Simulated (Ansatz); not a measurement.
# Lattice dynamics of Ca(100) slab, 3 layers, part 3 of 3

Task: relax Ca(100) slab, 3 layers, then find its harmonic phonons.

Ansatz 0.2.0; DFT PBE, scalar-relativistic, plane waves, PAW; PAW set soft_1.

So far. Step 3 (Relaxing to small forces for the phonons): The largest force component left is 0.059 meV/Å, within the tolerances set. Step 4 (Modes at Γ): Before it was imposed, the acoustic sum rule was missed by 4.7e-5 eV/Å². Small misses are needed for a sound result but don't prove that mesh and cutoff are converged. The lowest optical mode is real, 67.0 cm⁻¹.

## (5) Phonons on a q mesh

Stability and thermal properties need the whole zone. Linear response on a 4×4×1 q mesh gives force constants as far as a supercell of that size would.

Input file input.yaml:

```yaml
crystal:
  lattice:
    - [2.7008411847, 2.7008411847, 0.0]
    - [-2.7008411847, 2.7008411847, 0.0]
    - [0.0, 0.0, 34.800026]
  atoms:
    - { symbol: Ca, position: [0.0, 0.0, 0.1870474833] }
    - { symbol: Ca, position: [0.5, 0.5, 0.2658043991] }
    - { symbol: Ca, position: [0.0, 0.0, 0.3445613149] }
  periodic: [true, true, false]
kpoints:
  mp_grid: { grid: [12, 12, 1] }
hamiltonian:
  xc: pbe
  pseudopotentials: { kind: paw, azcp: { folder: soft_1 } }
scf:
  occupations: { method: methfessel_paxton, width: 0.2 }
output:
  eigenvalues: true
phonons:
  method: dfpt
  qmesh: [4, 4, 1]
  temperatures: { t_max: 1000, t_step: 50 }
  qpath:
    path: [[0.0, 0.0, 0.0], [0.0, 0.5, 0.0], [0.5, 0.5, 0.0], [0.0, 0.0, 0.0]]
    npoints: 10
  dielectric: false
```

Run with:

```sh
$ ansatz run input.yaml --threads 4 --pin off --max-ram 16384MiB --backend cpu --events-out ev --progress --plain --runs-dir out
```

Numbers of over 12 decimals in the logs are rounded to 6 here.

Output:

```text
[...]
Crystal: 3 atoms, lattice volume = 507.701 Å³
Basis set: ecut = 420 eV, 9909 PW (Γ), exchange–correlation on 54×54×480 points (8 copies of the dense FFT grid, shifted against one another)
Bands: 19, of which v1, the nominal top of the filled ones, is band 15 counted from 1 (14 counted from 0)
Symmetry: 16 space group operations
k-points: 28 of 144 (irreducible under 8 space group operations)
[...]
SCF iter   1: F=—  HF=-5450.592136 eV  |F-HF|=—  |Δ(HF+E_count)|=         —  Δρ=8.44e-3  dr2=6.46e0  ethr=3.10e-3  ⟨swp⟩=19.1  Hψ=13286  notcnv=0
[...]
SCF iter  12: F=-5449.727153 eV  HF=-5449.727153 eV  |F-HF|=7.09e-11  |Δ(HF+E_count)|=  3.77e-10  S|Δr|=    0.00e0  Δρ=2.57e-8  dr2=6.00e-12  ethr=1.00e-12  ⟨swp⟩=18.5  Hψ=4917  notcnv=0
SCF 1 converged in 12 iterations: F = -5449.727153 eV  dr2 = 6.00e-12
[...]
phonons: the bands overlap, so this run is a metal and interpolates without the dipole-dipole term. If the crystal is really an insulator or semiconductor, its LO-TO splitting is missing
NSCF: frozen V_eff on 28 k-points
[...]
DFPT response loops at q = (0, 0, 0) (fractional): preconditioner auto → none (partly filled bands, converged f_vac=0.684); β = 0.50; Broyden in place of MSR1
[...]
SCF converged after 12 iterations
[...]
Free energy (F): -5449.727153 eV
[...]
Internal energy: -5449.726234 eV  (E = F + TS)
E sigma→0 (E₀):  -5449.726923 eV
Entropy (-TS):   -0.000920 eV (-0.307 meV/atom)
Fermi energy:    -2.709123 eV
[...]
--- Band table (eV; the first three rows and the last of 28) ---
  k-point 0: bands = [... 11 lower, -25.4536, -6.4827, -5.5013, -4.1143, -2.4183, -2.1737, -2.0866, -1.7119 (-1.7119°), ... 4 higher]
  k-point 1: bands = [... 11 lower, -25.4532, -6.4008, -5.4231, -4.0418, -2.3873, -2.1394, -2.0761, -1.7077 (-1.7077°), ... 4 higher]
  k-point 2: bands = [... 11 lower, -25.4518, -6.1596, -5.1943, -3.8316, -2.3049, -2.1490, -1.9798, -1.7260, ... 4 higher]
  k-point 27: bands = [... 11 lower, -25.4944, -2.9971, -2.9349, -2.6331, -2.1925, -2.1925, -1.9703, -1.9703, ... 4 higher]
  ° read free of the cell's end (the report's vacuum.weakly_bound_levels)
--- Phonons (Γ-DFPT): 6 representative perturbations + reference (Σ response iterations 34) ---
  ASR residual: 3.334e-5 → 0.000e0 eV/Å²; symmetrization residual: 4.176e-6 eV/Å²
[...]
ASR residual per site (eV/Å²): 9.40e-6 3.33e-5 8.31e-6
  Γ frequencies (cm⁻¹): 0.00 0.00 0.00 67.02 67.02 88.19 115.38 115.38 154.19
--- Phonons (arbitrary-q DFPT): 6 irreducible q on the 4×4×1 mesh ---
  q = [0.0000, 0.0000, 0.0000] (star 1, of the zone-centre solve; hermiticity 3.58e-6, symmetrization 4.73e-13, taken by the last average 4.86e-7): -0.00 0.00 0.00 67.02 67.02 88.19 115.38 115.38 154.19
  q = [0.0000, 0.2500, 0.0000] (star 4, 6 solved perturbations in 684 linear systems a pass and spin channel, the states on 144 of 144 k-point pairs; hermiticity 2.12e-6, symmetrization 5.20e-9, taken by the last average 5.30e-7): 9.44 51.25 52.35 69.82 99.83 105.03 105.95 138.20 151.09
[...]
q = [0.2500, 0.2500, 0.0000] (star 4, 9 solved perturbations on 78 of 144 k-point pairs; hermiticity 2.72e-6, symmetrization 4.61e-9, taken by the last average 4.10e-7): 64.38 67.76 101.06 101.20 101.82 119.55 129.66 143.59 144.97
[...]
sum rule: each row above includes the acoustic sum rule's correction from the zone centre's row sums; it moved no ω² by more than (0.48 cm⁻¹)²
  mesh force constants: q→R imaginary residual 1.68e-18; ASR residual 3.334e-5 → 0.000e0 eV/Å²; symmetrization residual 6.661e-16 eV/Å²
  interpolated dispersion: 31 rows × 9 modes
  density of states and harmonic sums: on the 16×16×1 q-mesh, interpolated from the force constants of a 4×4×1 supercell (no non-analytic term)
  largest difference from the sums on the solved wave vectors: F 3.89e-2 eV, S 5.40e-5 and C_V 1.51e-5 eV/K
  zero-point energy: 0.058627 eV/cell   skipped modes (ω ≤ 0): 3   left out of the sums: 1.30e-3 of the cell's modes: C_V's classical limit lies that fraction below 3 k_B per atom; for a crystal, a wire or a layer, F and S can be off by more, and a phonons.interpolated_qmesh denser along its periods is the remedy for the sampling
```

Wall time 23 min (4 threads of Arm Neoverse V1, shared host); peak memory 4 GiB.

Numbers from this step:

| Quantity | Value |
| --- | --- |
| sum-rule residual before enforcement | 3.33e-5 eV/Å² |
| lowest frequency on the path | 0 cm⁻¹ |
| highest frequency on the path or at a solved wavevector | 170.7 cm⁻¹ |
| mean frequency | 105.2 cm⁻¹ |
| lowest mode on the q mesh (acoustic modes at Γ apart) | 9.44 cm⁻¹ |
| zero-point energy per atom | 19.54 meV |
| heat capacity at 300 K | 24.32 J/(mol atoms K) |
| vibrational entropy at 300 K | 44.82 J/(mol atoms K) |

Frequencies (cm⁻¹) solved at each irreducible wavevector; negative means imaginary. Frequencies by wavevector, by row:

| q in reciprocal lattice units | star | mode 1 | mode 2 | mode 3 | mode 4 | mode 5 | mode 6 | mode 7 | mode 8 | mode 9 |
| --- | --- | --- | --- | --- | --- | --- | --- | --- | --- | --- |
| 0 0 0 | 1 | 0 | 0 | 0 | 67 | 67 | 88.2 | 115.4 | 115.4 | 154.2 |
| 0 0.25 0 | 4 | 9.4 | 51.2 | 52.4 | 69.8 | 99.8 | 105 | 106 | 138.2 | 151.1 |
| 0 -0.5 0 | 2 | 27.4 | 32.4 | 74.7 | 76.1 | 99.3 | 107.9 | 138.9 | 153.5 | 157.5 |
| 0.25 0.25 0 | 4 | 64.4 | 67.8 | 101.1 | 101.2 | 101.8 | 119.5 | 129.7 | 143.6 | 145 |
| 0.25 -0.5 0 | 4 | 75.7 | 96 | 110.8 | 114.2 | 118.4 | 120 | 153.1 | 153.5 | 161.2 |
| -0.5 -0.5 0 | 1 | 81.9 | 95.5 | 130.1 | 142.3 | 142.3 | 155.1 | 155.1 | 170.7 | 170.7 |

Interpolated from a 4×4×1 q mesh. Phonon branches along the path, in cm⁻¹:

```csv
point,branch 1,branch 2,branch 3,branch 4,branch 5,branch 6,branch 7,branch 8,branch 9
Γ,0,0,0,67,67,88,115,115,154
halfway,9,51,52,70,100,105,106,138,151
X,27,32,75,76,99,108,139,154,158
halfway,76,96,111,114,118,120,153,154,161
M,82,96,130,142,142,155,155,171,171
halfway,64,68,101,101,102,120,130,144,145
Γ,0,0,0,67,67,88,115,115,154
```

The phonon branches as a text plot (rows in cm⁻¹):

```
    167 |                           ************
    160 |              ***************       *****
    153 |************************************   ****     ********
    146 |         **          ***     *  **  ***    *****
    139 |       **     *******      *****  *********   **
    132 |      *     **           **************  *****
    124 |    **     *             ****       *****     *******
    117 |****     *****        ***                *****  ********
    110 |  ****   **   ***********                **
    103 |      ***             **                   *****
     96 |      *  **   *************************         **
     89 |******     ***     ** **               **     **     ***
     82 |            **   *****     ************  **   *******
     75 |  **     **********  ******            ****       ***
     68 |****  ***                                  *******   ***
     60 |    ***  **        ***
     53 |    ** **          **                           **
     46 |         **                                   **  ***
     39 |  **  *    ***   **                               ***
     32 |              *****                             **
     25 |    **      *****                                    **
     18 | ***       *                                      *****
     11 |       ****                                          **
      4 |*******                                                *
         Γ               X               M                      Γ
```

Tetrahedra on a 16×16×1 mesh, mean over bins of 2 cm-1. Interpolated from a 4×4×1 q mesh. Phonon density of states against wavenumber; read off at these points:

```
wavenumber (cm⁻¹)  phonon density of states (1/cm⁻¹/cell)
              1.0                                 0.00422
              5.0                                 0.00659
             11.0                                 0.00779
             15.0                                 0.00955
             19.0                                  0.0117
             23.0                                  0.0166
             29.0                                  0.0204
             33.0                                  0.0206
             37.0                                  0.0223
             43.0                                  0.0255
             47.0                                  0.0333
             51.0                                  0.0285
             57.0                                  0.0302
             61.0                                  0.0346
             65.0                                  0.0622
             69.0                                  0.0773
             75.0                                  0.0879
             79.0                                  0.0841
             83.0                                  0.0542
             89.0                                  0.0603
             93.0                                  0.0777
             95.0                                   0.127
             97.0                                  0.0757
            103.0                                  0.0426
            107.0                                  0.0503
            111.0                                  0.0732
            115.0                                   0.121
            121.0                                  0.0740
            125.0                                  0.0735
            129.0                                  0.0705
            135.0                                  0.0585
            139.0                                  0.0674
            143.0                                  0.0639
            149.0                                   0.120
            153.0                                   0.203
            157.0                                  0.0706
            161.0                                  0.0342
            167.0                                  0.0234
            171.0                                 0.00304
```

Harmonic thermodynamic functions per atom, from the density of states. Interpolated from a 4×4×1 q mesh. Thermodynamic functions, by row:

```csv
T (K),F_vib (meV/atom),S (J/mol-atom/K),C_V (J/mol-atom/K)
0,19.54,0,0
100,10.75,19.64,20.34
200,-18.34,35.09,23.62
300,-60.06,44.82,24.32
400,-110.3,51.86,24.58
500,-167,57.36,24.7
600,-228.9,61.87,24.76
700,-295.1,65.69,24.8
800,-364.9,69,24.83
900,-437.9,71.93,24.84
1000,-513.9,74.55,24.86
```

Symmetry leaves 6 wavevectors to solve. The lowest mode among them, the acoustic zeros apart, lies at q = (0, 0.25, 0) and is real, 9.4 cm⁻¹.

## (6) Results

* space group after relaxation (within 0.01 Å): P4/mmm
* area per atom: 4.86 Å²
* electronic character: no gap on this mesh
* highest optical mode at the zone centre (no LO-TO term): 154 cm⁻¹
* lowest optical zone-centre mode: 67.0 cm⁻¹
* lowest mode on the q mesh (acoustic modes at Γ apart): 9.4 cm⁻¹
* highest frequency on the path or at a solved wavevector: 171 cm⁻¹
* zero-point energy per atom: 19.5 meV
* heat capacity at 300 K: 24.3 J/(mol atoms K)
* vibrational entropy at 300 K: 44.8 J/(mol atoms K)
* imaginary modes on the 4×4×1 q mesh: none

In words: The structure is a minimum as far as tested: no mode is imaginary at the 6 irreducible wavevectors of the 4×4×1 mesh, and the softest away from the acoustic zeros lies at 9 cm⁻¹. The optical modes at Γ span 67 to 154 cm⁻¹. With no gap, or one that is small against the smearing, the frequencies hang on the k mesh and the smearing, most of all near Kohn anomalies. In a sheet or slab the interpolated bending branch near Γ is rough, since the rotational sum rule isn't imposed. The starting cell was built on a prototype and not taken from a measurement. These are harmonic frequencies at zero temperature: anharmonic shifts, linewidths and thermal expansion are left out.

[Logs are printed without paths, hosts, clocks, repeated set-up lines and the standing remarks that a program may print on its own settings, such as how far it seeks lower states.]

[Hosts, paths, dates, database ids (printed as entryN), source tags and the programs' standing remarks are cut or masked in the printed files.]
